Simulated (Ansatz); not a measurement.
# Random displacements in SiNi

Level of theory: DFT PBE, scalar-relativistic, plane waves, PAW in Ansatz. The runs took a 420 eV cutoff, a Γ-centred 8×12×8 mesh and Gaussian smearing (0.15 eV). No spin polarisation. A magnetic state may lie lower. Energies are free energies at this smearing, counted from the undisturbed cell; pressure is positive in compression.

Zero of the scan (relaxed at this level):

```
Si Ni
1.0
     5.15409    0.00000    0.00000
     0.00000    3.37549    0.00000
     0.00000    0.00000    5.61971
Si Ni
4 4
Direct
  0.32125 0.75000 0.08408
  0.17875 0.25000 0.58408
  0.82125 0.75000 0.41592
  0.67875 0.25000 0.91592
  0.00822 0.25000 0.18849
  0.49178 0.75000 0.68849
  0.50822 0.25000 0.31151
  0.99178 0.75000 0.81151
```

The atoms are displaced (Å, in the unstrained cell):

```csv
atom,ux,uy,uz
Si1,-0.097,-0.103,-0.170
Si2,0.098,0.122,-0.076
Si3,-0.114,0.053,0.019
Si4,-0.105,0.093,0.031
Ni5,-0.027,-0.143,0.019
Ni6,0.001,0.053,0.002
Ni7,0.116,-0.019,0.023
Ni8,0.127,-0.056,0.152
```

The cell is not strained.

Question: What are the energy change, the stress and the forces?

Answer: ΔE = 188.2 meV/atom; stress (xx, yy, zz, yz, xz, xy; compression positive) (12.74, 1.05, 9.22, -0.92, 3.73, -0.87) GPa.
```tsv
atom	Fx (eV/Å)	Fy	Fz
Si1	3.67	0.26	4.39
Si2	-1.05	-0.74	0.43
Si3	1.63	-1.18	0.02
Si4	1.37	-0.73	0.07
Ni5	0.31	1.07	-0.02
Ni6	0.18	0.36	-0.16
Ni7	-1.57	0.52	-0.59
Ni8	-4.54	0.44	-4.14
```

Cost: 1 run of about 5.2 core-minutes, on Intel Xeon Processor @ 2.50GHz (Skylake/Cascade Lake) (shared hosts).